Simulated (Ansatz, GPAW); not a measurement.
# C2 in line between two Al chains: relaxation, then transmission at several levels, part 3 of 3

Aim: the conductance of C2 in line between two Al chains after relaxation, and whether geometry, basis or functional moves it most.

GPAW 26.7.0 and Ansatz 0.2.0; Ansatz plane waves; relaxation of the junction with the lead ends held (the session's first sound run).

So far, transmission at the Fermi level (one spin): step 3 (plane waves, PBE) 0.218; step 4 (GPAW, dzp, PBE, GPAW) 0.242. Also open channels of the lead at the Fermi level (one spin): step 3 2; step 4 2.

## 5. Single-zeta polarised basis

Level of this step: GPAW LCAO, PAW setups; Landauer transmission from Green's functions with principal layers (ASE), zero bias (GPAW).

The second zeta is dropped, the polarisation orbitals stay.

The input, run.py:

```python
import json
import numpy as np
from ase import Atoms
from ase.transport.calculators import TransportCalculator
from gpaw import GPAW, FermiDirac
from gpaw.lcao.tools import get_lcao_hamiltonian
from scipy.linalg import eigh

# The junction with lead layers at both ends, along the third cell vector
device = Atoms(
    ['Al', 'Al', 'Al', 'Al', 'Al', 'Al', 'Al', 'C', 'C', 'Al', 'Al', 'Al', 'Al', 'Al', 'Al', 'Al'],
    positions=[
        [4.50000, 4.50000, 1.20000],
        [4.50000, 4.50000, 3.60000],
        [4.50000, 4.50000, 6.00000],
        [4.50000, 4.50000, 8.40000],
        [4.50000, 4.50000, 10.80000],
        [3.68984, 3.71547, 13.14346],
        [4.66306, 4.59224, 15.42609],
        [4.46365, 4.38157, 17.34823],
        [4.51039, 4.37679, 18.59757],
        [4.35390, 4.61172, 20.52180],
        [5.15783, 3.57660, 22.80668],
        [4.50000, 4.50000, 25.15080],
        [4.50000, 4.50000, 27.55080],
        [4.50000, 4.50000, 29.95080],
        [4.50000, 4.50000, 32.35080],
        [4.50000, 4.50000, 34.75080]],
    cell=[[9.0, 0.0, 0.0], [0.0, 9.0, 0.0], [0.0, 0.0, 35.9508]],
    pbc=True)

# One principal layer of the lead: the first 4 atoms of the device
lead = Atoms(
    ['Al', 'Al', 'Al', 'Al'],
    positions=[
        [4.50000, 4.50000, 1.20000],
        [4.50000, 4.50000, 3.60000],
        [4.50000, 4.50000, 6.00000],
        [4.50000, 4.50000, 8.40000]],
    cell=[[9.0, 0.0, 0.0], [0.0, 9.0, 0.0], [0.0, 0.0, 9.6]],
    pbc=True)

settings = dict(mode='lcao', basis='szp(dzp)', xc='PBE', h=0.2,
                occupations=FermiDirac(0.1), maxiter=250,
                mixer=dict(beta=0.1, nmaxold=8, weight=100.0),
                convergence=dict(density=0.0001))
energies = np.arange(-2, 2 + 1e-9, 0.025)
eta = 0.0001
n1, n2 = 1, 1
# k and -k transmit alike, so half of the mesh across the current serves
mesh = [(i, j) for i in range(n1) for j in range(n2) if (i, j) <= (-i % n1, -j % n2)]
weights = np.array([1 if (i, j) == (-i % n1, -j % n2) else 2 for i, j in mesh]) / (n1 * n2)

# [... helper functions left out ...]
fermi_lead = ground_state(lead, (1, 1, 12), 'lead.txt')
fermi_device = ground_state(device, (1, 1, 2), 'device.txt')
# [... loop over the mesh left out, but for ...]
        # Shift the lead onto the potential of the device's first layer
        shift = ((H[:, 0, 0] - H0[:, 0, 0]) / S0[0, 0]).real.mean()
# [...]
kT = 8.617333e-5 * 300
bias = [0.1, 0.2, 0.5, 1.0, 1.5, 2.0]
# [... integrals and printing left out ...]
```

Run with:

```bash
> OMP_NUM_THREADS=1 OPENBLAS_NUM_THREADS=1 python run.py
```

Numbers of over 12 decimals in the logs are rounded to 6 here.

Output:

```text
basis functions: device 144, principal layer 36
Fermi level: lead -3.5823 eV, device -3.4468 eV; lead shifted by 0.0201 eV
largest coupling past the next layer 1.49e-15 eV, largest misfit of the first layer 0.047 eV
  E-E_F (eV)   T (one spin)  channels
    -2.000    2.5654e-01    1.0000
    -1.975    2.5939e-01    1.0000
    -1.950    2.6080e-01    1.0000
[...]
1.975    1.7375e+00    3.0000
     2.000    1.7402e+00    3.0000
conductance at 300 K: 0.21708 G0 a cell; thermopower -32.61 uV/K
current from the zero-bias T(E) at 0.1 V: 1.6893 uA
current from the zero-bias T(E) at 0.2 V: 3.424 uA
current from the zero-bias T(E) at 0.5 V: 9.4827 uA
current from the zero-bias T(E) at 1.0 V: 24.842 uA
current from the zero-bias T(E) at 1.5 V: 46.366 uA
current from the zero-bias T(E) at 2.0 V: 76.449 uA
```

Run time: 77 s. Hardware: 1 thread of Arm Neoverse V1, shared host; peak memory 1.1 GiB.

This step gave:

- conductance: 0.2171 G₀
- thermopower: -32.61 μV/K
- largest coupling past the next principal layer: 1.49e-15 eV
- largest misfit of the first principal layer: 0.04730 eV
- shift that aligns the lead: 0.02014 eV
- basis functions of the junction: 144
- basis functions of a principal layer: 36
- transmission at the Fermi level (one spin): 0.2148

The conductance, 0.217 G₀, lies 11 % below that of the dzp run.

## 6. Minimal basis

One function for each valence shell of the setup, as for a first survey of a large system.

run.py, as its differences from that of step 5:

```diff
@@ -42,3 +42,3 @@
 
-settings = dict(mode='lcao', basis='szp(dzp)', xc='PBE', h=0.2,
+settings = dict(mode='lcao', basis='sz(dzp)', xc='PBE', h=0.2,
                 occupations=FermiDirac(0.1), maxiter=250,
```

Output:

```text
basis functions: device 64, principal layer 16
Fermi level: lead -3.8293 eV, device -3.6352 eV; lead shifted by 0.0274 eV
largest coupling past the next layer 9.58e-16 eV, largest misfit of the first layer 0.059 eV
  E-E_F (eV)   T (one spin)  channels
    -2.000    3.2648e-01    1.0000
    -1.975    3.2627e-01    1.0000
    -1.950    3.2183e-01    1.0000
[...]
1.975    1.7129e+00    3.0000
     2.000    1.7081e+00    3.0000
conductance at 300 K: 0.22148 G0 a cell; thermopower -29.47 uV/K
current from the zero-bias T(E) at 0.1 V: 1.722 uA
current from the zero-bias T(E) at 0.2 V: 3.4814 uA
current from the zero-bias T(E) at 0.5 V: 9.4897 uA
current from the zero-bias T(E) at 1.0 V: 24.592 uA
current from the zero-bias T(E) at 1.5 V: 47.044 uA
current from the zero-bias T(E) at 2.0 V: 76.395 uA
```

It took 43 s on 1 thread; peak memory 1 GiB.

This step gave:

```
conductance                                    : 0.2215 G₀
thermopower                                    : -29.47 μV/K
largest coupling past the next principal layer : 9.58e-16 eV
largest misfit of the first principal layer    : 0.05887 eV
shift that aligns the lead                     : 0.02735 eV
basis functions of the junction                : 64
basis functions of a principal layer           : 16
transmission at the Fermi level (one spin)     : 0.2196
```

One spin. The transmission, zone mean by energy, zero at the Fermi level:

energy (eV), transmission, zone mean and a bar:
```
   -2.000       0.33 ######
   -1.800       0.17 ###
   -1.600       0.00 
   -1.400       0.00 
   -1.200       0.00 
   -1.000       0.00 
   -0.800       0.00 
   -0.600       0.00 
   -0.400       0.00 
   -0.200       0.07 #
    0.000       0.22 ####
    0.200       0.45 ########
    0.400       0.82 ##############
    0.600       1.08 ##################
    0.800       1.45 ########################
    1.000       1.62 ###########################
    1.200       1.72 #############################
    1.400       1.77 ##############################
    1.525       1.78 ##############################
    1.600       1.78 ##############################
    1.800       1.75 #############################
    2.000       1.71 #############################
```

The conductance, 0.221 G₀, lies 9.5 % below that of the dzp run.

## 7. LDA in the dzp basis: xc = "LDA"

Back in the dzp basis, the functional changes from PBE to LDA, to set the spread between functionals beside that between bases.

run.py, as its differences from that of step 6:

```diff
@@ -42,3 +42,3 @@
 
-settings = dict(mode='lcao', basis='sz(dzp)', xc='PBE', h=0.2,
+settings = dict(mode='lcao', basis='dzp', xc='LDA', h=0.2,
                 occupations=FermiDirac(0.1), maxiter=250,
```

Output:

```text
basis functions: device 208, principal layer 52
Fermi level: lead -3.2559 eV, device -3.1879 eV; lead shifted by 0.0149 eV
largest coupling past the next layer 1.29e-15 eV, largest misfit of the first layer 0.041 eV
  E-E_F (eV)   T (one spin)  channels
    -2.000    2.5951e-01    1.0000
    -1.975    2.7046e-01    1.0000
    -1.950    2.8112e-01    1.0000
[...]
1.975    1.6612e+00    3.0000
     2.000    1.6593e+00    3.0000
conductance at 300 K: 0.27309 G0 a cell; thermopower -31.37 uV/K
current from the zero-bias T(E) at 0.1 V: 2.1244 uA
current from the zero-bias T(E) at 0.2 V: 4.3013 uA
current from the zero-bias T(E) at 0.5 V: 11.724 uA
current from the zero-bias T(E) at 1.0 V: 29.065 uA
current from the zero-bias T(E) at 1.5 V: 52.022 uA
current from the zero-bias T(E) at 2.0 V: 83.095 uA
```

Run time: 68 s. Hardware: 1 thread; peak memory 1.1 GiB.

Numbers from this step:

| Item | Value |
| --- | --- |
| conductance | 0.2731 G₀ |
| thermopower | -31.37 μV/K |
| largest coupling past the next principal layer | 1.29e-15 eV |
| largest misfit of the first principal layer | 0.04121 eV |
| shift that aligns the lead | 0.01489 eV |
| basis functions of the junction | 208 |
| basis functions of a principal layer | 52 |
| transmission at the Fermi level (one spin) | 0.2703 |

One spin. Transmission, zone mean against energy, zero at the Fermi level:

| energy (eV) | transmission, zone mean |
| --- | --- |
| -2.000 | 0.260 |
| -1.900 | 0.301 |
| -1.800 | 0.324 |
| -1.775 | 0.324 |
| -1.700 | 0.308 |
| -1.600 | 0.241 |
| -1.500 | 0.143 |
| -1.400 | 0.0563 |
| -1.300 | 0.00688 |
| -1.200 | 4.5e-10 |
| -1.100 | 5.2e-11 |
| -1.000 | 1.6e-11 |
| -0.900 | 9.1e-12 |
| -0.800 | 8.5e-12 |
| -0.700 | 1.7e-11 |
| -0.600 | 2.0e-10 |
| -0.500 | 1.1e-8 |
| -0.400 | 3.5e-9 |
| -0.300 | 0.0325 |
| -0.200 | 0.0840 |
| -0.100 | 0.166 |
| 0.000 | 0.270 |
| 0.100 | 0.401 |
| 0.200 | 0.571 |
| 0.300 | 0.766 |
| 0.400 | 0.934 |
| 0.500 | 1.05 |
| 0.600 | 1.14 |
| 0.700 | 1.27 |
| 0.800 | 1.45 |
| 0.900 | 1.69 |
| 1.000 | 1.78 |
| 1.100 | 1.83 |
| 1.200 | 1.85 |
| 1.250 | 1.85 |
| 1.300 | 1.85 |
| 1.400 | 1.83 |
| 1.500 | 1.80 |
| 1.600 | 1.76 |
| 1.700 | 1.72 |
| 1.800 | 1.69 |
| 1.900 | 1.67 |
| 2.000 | 1.66 |

The conductance, 0.273 G₀, lies 12 % above that of the dzp run.

## 8. The structure as built: geometry = "as built"

The dzp basis with PBE on the structure as first built shows what the relaxation was worth.

run.py, as its differences from that of step 7:

```diff
@@ -17,8 +17,8 @@
         [4.50000, 4.50000, 10.80000],
-        [3.68984, 3.71547, 13.14346],
-        [4.66306, 4.59224, 15.42609],
-        [4.46365, 4.38157, 17.34823],
-        [4.51039, 4.37679, 18.59757],
-        [4.35390, 4.61172, 20.52180],
-        [5.15783, 3.57660, 22.80668],
+        [4.50000, 4.50000, 13.20000],
+        [4.50000, 4.50000, 15.60000],
+        [4.50000, 4.50000, 17.35540],
+        [4.50000, 4.50000, 18.59540],
+        [4.50000, 4.50000, 20.35080],
+        [4.50000, 4.50000, 22.75080],
         [4.50000, 4.50000, 25.15080],
@@ -42,3 +42,3 @@
 
-settings = dict(mode='lcao', basis='dzp', xc='LDA', h=0.2,
+settings = dict(mode='lcao', basis='dzp', xc='PBE', h=0.2,
                 occupations=FermiDirac(0.1), maxiter=250,
```

Output:

```text
basis functions: device 208, principal layer 52
Fermi level: lead -3.1259 eV, device -3.1020 eV; lead shifted by -0.0038 eV
largest coupling past the next layer 1.42e-15 eV, largest misfit of the first layer 0.022 eV
  E-E_F (eV)   T (one spin)  channels
    -2.000    2.0593e-02    1.0000
    -1.975    1.9897e-02    1.0000
    -1.950    1.9199e-02    1.0000
[...]
1.975    2.0597e+00    3.0000
     2.000    2.0588e+00    3.0000
conductance at 300 K: 1.7566 G0 a cell; thermopower -0.8307 uV/K
current from the zero-bias T(E) at 0.1 V: 13.594 uA
current from the zero-bias T(E) at 0.2 V: 27.093 uA
current from the zero-bias T(E) at 0.5 V: 66.198 uA
current from the zero-bias T(E) at 1.0 V: 114.08 uA
current from the zero-bias T(E) at 1.5 V: 148.36 uA
current from the zero-bias T(E) at 2.0 V: 184.51 uA
```

It took 66 s on 1 thread; peak memory 1.2 GiB.

This step gave:

- conductance: 1.757 G₀
- largest coupling past the next principal layer: 1.42e-15 eV
- largest misfit of the first principal layer: 0.02184 eV
- shift that aligns the lead: -0.003833 eV
- transmission at the Fermi level (one spin): 1.762

The conductance, 1.76 G₀, lies a factor of 7.2 above that of the dzp run.

## 9. The ladder

Times are wall times on the hardware named with each run. The series side by side:

| no. | run | conductance (G₀) | time | memory (GiB) |
| --- | --- | --- | --- | --- |
| 1 | pw PBE | 0.2214 | 41 s | 2.2 |
| 2 | dzp | 0.2446 | 88 s | 1.2 |
| 3 | szp | 0.2171 | 77 s | 1.1 |
| 4 | sz | 0.2215 | 43 s | 1.0 |
| 5 | dzp LDA | 0.2731 | 68 s | 1.1 |
| 6 | asbuilt | 1.757 | 66 s | 1.2 |

## 10. Comparison

The curves are compared point by point over the common energies.

This step: comparison of transmission and cost over codes, levels and geometry (GPAW 26.7.0).

Ladder, by row:

| step | code | T at the Fermi level (sum over the listed spins) | conductance (G0) | r.m.s. T(E) from the first | wall time (s) | peak memory (GiB) | threads |
| --- | --- | --- | --- | --- | --- | --- | --- |
| pw-pbe | Ansatz | 0.2183 | 0.2214 | 0 | 40.98 | 2.179 | 4 |
| dzp | GPAW | 0.2418 | 0.2446 | 0.07119 | 88.11 | 1.16 | 1 |
| szp | GPAW | 0.2148 | 0.2171 | 0.1083 | 76.55 | 1.14 | 1 |
| sz | GPAW | 0.2196 | 0.2215 | 0.123 | 42.78 | 1.03 | 1 |
| dzp-LDA | GPAW | 0.2703 | 0.2731 | 0.1011 | 67.75 | 1.15 | 1 |
| asbuilt | GPAW | 1.762 | 1.757 | 0.696 | 66.18 | 1.16 | 1 |

Transmission, zone mean, sum over the listed spins against energy, zero at the Fermi level:

| energy (eV) | pw-pbe | dzp | szp | sz | dzp-LDA | asbuilt |
| --- | --- | --- | --- | --- | --- | --- |
| -2.000 | 0.257 | 0.278 | 0.257 | 0.326 | 0.260 | 0.0206 |
| -1.800 | 0.303 | 0.327 | 0.230 | 0.173 | 0.324 | 0.0150 |
| -1.600 | 0.211 | 0.225 | 0.100 | 3.3e-10 | 0.241 | 0.00922 |
| -1.400 | 0.0527 | 0.0481 | 0.00678 | 8.0e-12 | 0.0563 | 0.00316 |
| -1.200 | 0 | 3.2e-10 | 4.2e-11 | 1.5e-12 | 4.5e-10 | 2.2e-11 |
| -1.000 | 0 | 1.3e-11 | 6.0e-12 | 8.8e-13 | 1.6e-11 | 2.6e-12 |
| -0.800 | 0 | 7.4e-12 | 6.0e-12 | 2.1e-12 | 8.5e-12 | 1.9e-12 |
| -0.600 | 0 | 2.3e-10 | 1.5e-9 | 6.7e-8 | 2.0e-10 | 1.8e-12 |
| -0.400 | 0 | 3.8e-9 | 7.3e-11 | 1.2e-8 | 3.5e-9 | 0.160 |
| -0.200 | 0.0732 | 0.0783 | 0.0602 | 0.0725 | 0.0840 | 1.60 |
| 0.000 | 0.218 | 0.242 | 0.215 | 0.220 | 0.270 | 1.76 |
| 0.200 | 0.479 | 0.520 | 0.475 | 0.455 | 0.571 | 1.74 |
| 0.400 | 0.832 | 0.886 | 0.840 | 0.818 | 0.934 | 1.72 |
| 0.600 | 1.06 | 1.10 | 1.06 | 1.08 | 1.14 | 1.76 |
| 0.800 | 1.34 | 1.36 | 1.47 | 1.45 | 1.45 | 1.82 |
| 1.000 | 1.71 | 1.73 | 1.70 | 1.62 | 1.78 | 1.97 |
| 1.200 | 1.79 | 1.80 | 1.81 | 1.72 | 1.85 | 2.03 |
| 1.225 | 1.79 | 1.80 | 1.81 | 1.73 | 1.85 | 2.04 |
| 1.275 | 1.78 | 1.80 | 1.82 | 1.75 | 1.85 | 2.04 |
| 1.325 | 1.77 | 1.80 | 1.83 | 1.76 | 1.85 | 2.05 |
| 1.400 | 1.74 | 1.79 | 1.82 | 1.77 | 1.83 | 2.05 |
| 1.525 | 1.66 | 1.75 | 1.80 | 1.78 | 1.79 | 2.06 |
| 1.600 | 1.60 | 1.72 | 1.78 | 1.78 | 1.76 | 2.06 |
| 1.800 | 1.44 | 1.64 | 1.73 | 1.75 | 1.69 | 2.06 |
| 2.000 | 1.35 | 1.60 | 1.74 | 1.71 | 1.66 | 2.06 |

## 11. Other settings

One more run, with changed settings.

This step: GPAW LCAO, PAW setups; Landauer transmission from Green's functions with principal layers (ASE), zero bias (GPAW 26.7.0).

run.py, as its differences from that of step 8:

```diff
@@ -17,8 +17,8 @@
         [4.50000, 4.50000, 10.80000],
-        [4.50000, 4.50000, 13.20000],
-        [4.50000, 4.50000, 15.60000],
-        [4.50000, 4.50000, 17.35540],
-        [4.50000, 4.50000, 18.59540],
-        [4.50000, 4.50000, 20.35080],
-        [4.50000, 4.50000, 22.75080],
+        [3.68984, 3.71547, 13.14346],
+        [4.66306, 4.59224, 15.42609],
+        [4.46365, 4.38157, 17.34823],
+        [4.51039, 4.37679, 18.59757],
+        [4.35390, 4.61172, 20.52180],
+        [5.15783, 3.57660, 22.80668],
         [4.50000, 4.50000, 25.15080],
@@ -43,3 +43,3 @@
 settings = dict(mode='lcao', basis='dzp', xc='PBE', h=0.2,
-                occupations=FermiDirac(0.1), maxiter=250,
+                occupations=FermiDirac(0.1), maxiter=5,
                 mixer=dict(beta=0.1, nmaxold=8, weight=100.0),
```

Output:

```text
gpaw.KohnShamConvergenceError
```

Wall time 7.1 s (1 thread); peak memory 0.37 GiB.

The run stopped without converging, so none of its numbers is a property of the system.

The fault put into the input: too few SCF iterations (maxiter = 5).

## 12. Results

```
conductance                                        : 0.245 G₀
transmission at the Fermi level, mean of the spins : 0.242
thermopower                                        : -31.2 μV/K
open channels of the lead there                    : 2
```

What this shows: In the dzp basis the junction conducts 0.245 G₀ at 300 K, with T = 0.242 a spin at the Fermi level; the sz basis reaches that conductance within 10 %. Relaxation moved atoms by up to 1.1 Å and took the conductance from 1.76 to 0.245 G₀, as a ratio a larger change than the step from dzp to the minimal basis. Plane waves (PBE) give T = 0.218 there. The scatterer reflects about 88 % of the incoming channels at the Fermi level. At the Fermi level two eigenchannels carry the current (0.13 and 0.11). The negative thermopower says that the thermally weighted transmission is larger above the Fermi level, as for electron-like transport. Measured against the first run (pw-pbe), the nearest curve is that of dzp (r.m.s. 0.071) and the farthest that of asbuilt (0.70). Over the compared runs wall time goes from 41 s (pw-pbe) to 88 s (dzp), on a shared host; the plane-wave run used 4 threads and the orbital runs 1. The leads kept an estimated spacing and the cell its length, so the junction may be under some tension or compression. Energies count from the junction cell's Fermi level; in the run with T = 0.242 there, the aligned lead's own level lies at 0.013 eV, where T interpolates to 0.255; the finite cell leaves the answer open by at least that much. An evenly spaced straight chain is an idealisation: free chains tend to dimerise, zigzag or, where a band edge lies near the Fermi level, turn magnetic. The currents use the zero-bias T(E) throughout, which holds only while the bias is small against the distance to the nearest feature.

[Logs are printed without paths, hosts, clocks, repeated set-up lines and the standing remarks that a program may print on its own settings, such as how far it seeks lower states.]

[Hosts, paths, dates, database ids (printed as entryN), source tags and the programs' standing remarks are cut or masked in the printed files.]
